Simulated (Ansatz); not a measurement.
# Mg (P6_3/mmc) in Ansatz: a series of runs

Runs on Mg. Level: PBEsol. Tasks: band structure.

Everything below comes from runs of Ansatz 0.2.0. Logs are shortened: lines on timing, memory, paths and dates and some standing lists are left out, and cuts for length are marked.

### 1 Starting point

The structure is hexagonal, space group P6_3/mmc (No. 194). Conventional cell: a = 3.177 Å, b = 3.177 Å, c = 10.319 Å, α = 90.00°, β = 90.00°, γ = 120.00°. Mg (site symmetry -6m2) is surrounded by 12 Mg at 3.17 to 3.18 Å. Around Mg (site symmetry -3m) lie 12 Mg at 3.17 to 3.18 Å.

### 2 Band structure, PBEsol

Input file input.yaml:

```yaml
crystal:
  lattice:
    - [3.1768261656, 0.0, 0.0]
    - [-1.5884130828, 2.7512121628, 0.0]
    - [0.0, 0.0, 10.31886201]
  atoms:
    - { symbol: Mg, position: [0.6666666667, 0.3333333333, 0.75] }
    - { symbol: Mg, position: [0.0, 0.0, 0.5] }
    - { symbol: Mg, position: [0.3333333333, 0.6666666667, 0.25] }
    - { symbol: Mg, position: [0.0, 0.0, 0.0] }
kpoints:
  mp_grid: { grid: [10, 10, 3] }
  band_path:
    path:
      - [0.0, 0.0, 0.0]
      - [0.5, 0.0, 0.0]
      - [0.3333333333, 0.3333333333, 0.0]
      - [0.0, 0.0, 0.0]
      - [0.0, 0.0, 0.5]
      - [0.5, 0.0, 0.5]
      - [0.3333333333, 0.3333333333, 0.5]
      - [0.0, 0.0, 0.5]
    npoints: 8
scf:
  occupations: { method: fermi_dirac, width: 0.05 }
hamiltonian:
  xc: pbesol
  pseudopotentials: { kind: all_electron, lapw: { basis_error: 0.002 } }
output:
  forces: true
  stress: true
  eigenvalues: true
```

Potentials or basis: all-electron LAPW, scalar-relativistic.

Run with:

```
$ ansatz run input.yaml --threads 2 --pin off --max-ram 8192MiB --backend cpu --events-out ev --progress --plain --runs-dir out
```

Output:

```text
Warning: RAYON_NUM_THREADS=2 ignored (pool sized by the plan → 2); use --threads N
LAPW: plane waves up to 4.998 Å⁻¹, error target 2.0e-3 eV per atom; small_component_spin mean_spin; Mg in spheres of 1.583 Å, 10 of its electrons in bands, Dirac shells [] (how accurate: hamiltonian.pseudopotentials.lapw.basis_error, Limitations)
Engine: ansatz 0.2.0, x86_64-unknown-linux-gnu
Pseudopotentials: kind: all_electron
Pseudopotential: Mg, LAPW, valence charge 10, lapw/all_electron/scalar/gaussian/Mg, Koelling and Harmon's equation, gaussian nucleus
Functional definition: PBEsol
  exchange = pbesol_x
  correlation = pbesol_c
Crystal: 4 atoms, lattice volume = 90.188 Å³
Basis set: ecut = 95.16945028076357 eV, 215 PW (Γ), exchange–correlation at level 2
Bands: 24, of which v1, the nominal top of the filled ones, is band 20 counted from 1 (19 counted from 0)
Symmetry: 24 space group operations
Space group: P63/mmc (ITA 194), of the structure as read, at distance tolerance 4.5e-5 Å
k-points: 28 of 300
Non-local potential: Mg, projectors of the file, none
Initial density: superposition of atomic densities (chi_scale 0.1, normalization cell)
Initial wavefunctions: plane waves of lowest kinetic energy (no species holds an atomic orbital)
Functional: x = pbesol(κ = 0.804, μ = 0.12345679012345678), c = pbesol(β = 0.046)
iter 1 solved again at ethr=9.27e-5 eV; its pass at ethr=1.00e-1 eV (dr2=3.71e-2 eV) is discarded
SCF iter   1: F=—  HF=-21758.601567 eV  |F-HF|=—  |Δ(HF+E_count)|=         —  Δρ=7.04e-3  dr2=3.74e-2  ethr=9.27e-5  ⟨swp⟩=3.2  Hψ=4997  notcnv=0
preconditioner: auto → Kerker (q_TF=auto, 2.383 Å⁻¹)  [metal: Δε(μ)=0.069 eV  Ē_g=5.302 eV  σ=0.050 eV  W_gap=0.32  n_scr=24 (ndim 8)  ℏωp=11.1 eV  f_vac=0.000  D(μ)=2.33/eV (n_scr^D=6)]
SCF iter   2: F=—  HF=-21758.571526 eV  |F-HF|=—  |Δ(HF+E_count)|=   3.00e-2  Δρ=4.52e-3  dr2=1.73e-2  ethr=9.27e-5  ⟨swp⟩=2.0  Hψ=1969  notcnv=0
SCF iter   3: F=—  HF=-21758.563913 eV  |F-HF|=—  |Δ(HF+E_count)|=   7.61e-3  Δρ=1.35e-3  dr2=2.09e-3  ethr=4.33e-5  ⟨swp⟩=2.0  Hψ=1969  notcnv=0
SCF iter   4: F=—  HF=-21758.563923 eV  |F-HF|=—  |Δ(HF+E_count)|=   1.06e-5  Δρ=6.92e-4  dr2=5.91e-4  ethr=5.22e-6  ⟨swp⟩=2.0  Hψ=1969  notcnv=0
iter 5 solved again at ethr=1.81e-8 eV; its pass at ethr=1.48e-6 eV (dr2=7.24e-6 eV) is discarded
SCF iter   5: F=—  HF=-21758.564015 eV  |F-HF|=—  |Δ(HF+E_count)|=   9.14e-5  Δρ=9.15e-5  dr2=7.24e-6  ethr=1.81e-8  ⟨swp⟩=2.0  Hψ=3360  notcnv=0
SCF iter   6: F=—  HF=-21758.564014 eV  |F-HF|=—  |Δ(HF+E_count)|=   8.23e-8  Δρ=2.20e-5  dr2=4.54e-7  ethr=1.81e-8  ⟨swp⟩=2.0  Hψ=1969  notcnv=0
SCF iter   7: F=-21758.564014 eV  HF=-21758.564014 eV  |F-HF|=4.72e-9  |Δ(HF+E_count)|=   2.17e-8  Δρ=3.38e-6  dr2=1.41e-8  ethr=1.14e-9  ⟨swp⟩=2.0  Hψ=1969  notcnv=0
SCF 1 converged in 7 iterations: F = -21758.564014 eV  dr2 = 1.41e-8
NSCF: frozen V_eff on 57 k-points
SCF converged after 7 iterations
Free energy (F): -21758.564014 eV
Harris-Foulkes:  -21758.564014 eV  (|F-HF|=4.72e-9)
Internal energy: -21758.545699 eV  (E = F + TS)
E sigma→0 (E₀):  -21758.554857 eV
Entropy (-TS):   -0.018316 eV (-4.579 meV/atom)
Fermi energy:    5.596520 eV
--- Per-component energies (eV) ---
  E_band       = -1429.900442
  E_kinetic    = 21782.412601
  E_xc         = -1741.679049
  E_electrostatic = -41799.279251  (all electrons and nuclei)
  E_smearing   = -0.018316  (= −TS)
  E_closure    = 0.000000  (closes the sum)
  E_atoms      = -21751.724763  (free atoms, spherical and without spin; not in F)
  Σ components = -21758.564014   (vs F -21758.564014, Δ=0.00e0)
  Basis errors (estimates in eV, not in F): energy 5.3e-4 per atom: plane waves 5.1e-4 (3.5e-4 summed), levels above the bands 1.1e-20, relativity 1.1e-8, radial functions 1.3e-5, core shells 1.3e-15; eigenvalues (radial functions only) 5.5e-6; not estimated: angular momenta, meshes, grids; target (lapw.basis_error) 2.0e-3; muffin-tin radii Mg 1.583 Å
--- Forces (eV/Å), atoms counted from 1 ---
  atom   1  Mg    -0.00000000     0.00000000     0.00000000
  atom   2  Mg    -0.00000000    -0.00000000     0.00000000
  atom   3  Mg    -0.00000000    -0.00000000     0.00000000
  atom   4  Mg     0.00000000     0.00000000     0.00000000
  max |Σ_I F_I| component: 1.73e-18 eV/Å
--- Stress (GPa, compression-positive) ---
       -0.134559       0.000000       0.000000
        0.000000      -0.134559       0.000000
        0.000000       0.000000       0.747300
  P = ⅓ Tr σ = 0.1594 GPa (1.594 kbar)
--- Band table (eV; the first three rows and the last of 28) ---
  k-point 0: bands = ["-70.1590", "-70.1581", "-70.1559", "-70.1550", "-37.1238", "-37.1077", "-37.1047", "-37.0940", "-37.0940", "-37.0922", "-37.0922", "-37.0902", "-37.0902", "-37.0884", "-37.0884", "-37.0884", "-1.5131", "-0.1039", "-0.1029", "3.7813", "4.2499", "10.5595", "10.5687", "16.5501"]
  k-point 1: bands = ["-70.1588", "-70.1584", "-70.1556", "-70.1552", "-37.1214", "-37.1151", "-37.0972", "-37.0937", "-37.0937", "-37.0929", "-37.0929", "-37.0908", "-37.0895", "-37.0895", "-37.0887", "-37.0887", "-1.3553", "-0.8836", "0.9769", "2.3441", "5.9580", "8.1368", "13.2042", "15.9355"]
  k-point 2: bands = ["-70.1587", "-70.1579", "-70.1557", "-70.1549", "-37.1227", "-37.1080", "-37.1052", "-37.0964", "-37.0948", "-37.0939", "-37.0928", "-37.0921", "-37.0909", "-37.0908", "-37.0889", "-37.0888", "-1.3134", "0.0926", "0.0935", "3.9623", "4.4432", "10.7034", "10.7244", "13.8026"]
  k-point 27: bands = ["-70.1558", "-70.1558", "-70.1536", "-70.1536", "-37.1166", "-37.1155", "-37.1152", "-37.1133", "-37.1098", "-37.1084", "-37.1071", "-37.1050", "-37.1000", "-37.0987", "-37.0971", "-37.0956", "3.8612", "4.2928", "5.6518", "5.6814", "5.7220", "6.1193", "6.6128", "7.3174"]
```

It took 15 s on 2 threads of Intel Xeon at 2.50GHz (Skylake/Cascade Lake), shared host; peak memory 0.27 GiB.

What came out:

```
Free energy             : -21758.5640 eV
Pressure                : 0.2 GPa
Band gap along the path : none (metal or under the smearing width)
```

Stress tensor (GPa, compression positive):
```
-0.13  0.00  0.00
 0.00 -0.13  0.00
 0.00  0.00  0.75
```

Levels at the corners of the path, in eV from the Fermi level:
```tsv
point	band 17	band 18	band 19	band 20	band 21	band 22	band 23	band 24
Γ	-7.11	-5.70	-5.70	-1.82	-1.35	4.96	4.97	10.95
M	-2.27	-2.25	-1.19	-1.17	-0.61	-0.58	2.67	2.84
K	-0.72	-0.72	-0.69	0.10	0.31	0.31	0.96	0.96
Γ	-7.11	-5.70	-5.70	-1.82	-1.35	4.96	4.97	10.95
A	-6.75	-6.75	-3.97	-3.97	1.42	1.42	8.98	8.98
L	-1.99	-1.99	-1.87	-1.87	0.58	0.58	1.04	1.04
H	-0.51	-0.51	-0.40	-0.40	-0.28	-0.28	1.86	1.86
A	-6.75	-6.75	-3.97	-3.97	1.42	1.42	8.98	8.98
```

### 3 Band structure, PBEsol

input.yaml, as its differences from that of step 2:

```diff
@@ -27,3 +27,6 @@
   xc: pbesol
-  pseudopotentials: { kind: all_electron, lapw: { basis_error: 0.002 } }
+  pseudopotentials:
+    kind: all_electron
+    lapw: { basis_error: 0.002 }
+    relativity: none
 output:
```

Potentials or basis: all-electron LAPW, non-relativistic.

Run with:

```
$ ansatz run input.yaml --threads 2 --pin off --max-ram 8192MiB --backend cpu --events-out ev --progress --plain --runs-dir out
```

Wall time 13 s (2 threads of Intel Xeon at 2.50GHz (Skylake/Cascade Lake), shared host); peak memory 0.26 GiB.

The run converged. Its results:

- Free energy: -21723.4691 eV
- Pressure: 0.2 GPa
- Band gap along the path: none (metal or under the smearing width)

Stress tensor (GPa, compression positive):
```
-0.07  0.00  0.00
 0.00 -0.07  0.00
 0.00  0.00  0.76
```

Levels at the corners of the path, in eV from the Fermi level:
```tsv
point	band 17	band 18	band 19	band 20	band 21	band 22	band 23	band 24
Γ	-7.10	-5.69	-5.69	-1.82	-1.33	4.96	4.97	10.95
M	-2.27	-2.25	-1.20	-1.17	-0.61	-0.57	2.66	2.83
K	-0.73	-0.73	-0.69	0.09	0.30	0.30	0.96	0.96
Γ	-7.10	-5.69	-5.69	-1.82	-1.33	4.96	4.97	10.95
A	-6.75	-6.75	-3.97	-3.97	1.42	1.42	8.97	8.97
L	-1.99	-1.99	-1.86	-1.86	0.58	0.58	1.04	1.04
H	-0.51	-0.51	-0.40	-0.40	-0.28	-0.28	1.85	1.85
A	-6.75	-6.75	-3.97	-3.97	1.42	1.42	8.97	8.97
```

### 4 Band structure, PBEsol

input.yaml, as its differences from that of step 3:

```diff
@@ -27,6 +27,3 @@
   xc: pbesol
-  pseudopotentials:
-    kind: all_electron
-    lapw: { basis_error: 0.002 }
-    relativity: none
+  pseudopotentials: { kind: all_electron, datasets: crystal }
 output:
```

Potentials or basis: all-electron PAW datasets made for the crystal.

Run with:

```
$ ansatz run input.yaml --threads 2 --pin off --max-ram 8192MiB --backend cpu --events-out ev --progress --plain --runs-dir out
```

It took 13 s on 2 threads of Intel Xeon at 2.50GHz (Skylake/Cascade Lake), shared host; peak memory 0.29 GiB.

Results (log left out):

| Property | Result |
| --- | --- |
| Free energy | -21758.5659 eV |
| Pressure | 0.2 GPa |
| Band gap along the path | none (metal or under the smearing width) |

Stress tensor (GPa, compression positive):
```
-0.14  0.00  0.00
 0.00 -0.14  0.00
 0.00  0.00  0.74
```

Levels at the corners of the path, in eV from the Fermi level:
```tsv
point	band 2	band 3	band 4	band 5	band 6	band 7
Γ	-5.70	-5.70	-1.82	-1.35	4.96	4.97
M	-2.25	-1.19	-1.17	-0.61	-0.58	2.67
K	-0.72	-0.69	0.10	0.31	0.31	0.96
Γ	-5.70	-5.70	-1.82	-1.35	4.96	4.97
A	-6.75	-3.97	-3.97	1.42	1.42	8.98
L	-1.99	-1.87	-1.87	0.58	0.58	1.04
H	-0.51	-0.40	-0.40	-0.28	-0.28	1.86
A	-6.75	-3.97	-3.97	1.42	1.42	8.98
```

### 5 The runs side by side

```csv
potentials or basis,cutoff (eV),basis error allowed,pressure (GPa)
"all-electron LAPW, scalar-relativistic",95,0.002 eV/atom,0.2
"all-electron LAPW, non-relativistic",95,0.002 eV/atom,0.2
all-electron PAW datasets made for the crystal,100,-,0.2
```

Alike in all rows: task band structure; level PBEsol; no spin polarisation; cell as given; k mesh 10 × 10 × 3; smearing fermi-dirac 0.05 eV.

Compare energies only between runs with the same functional and basis.
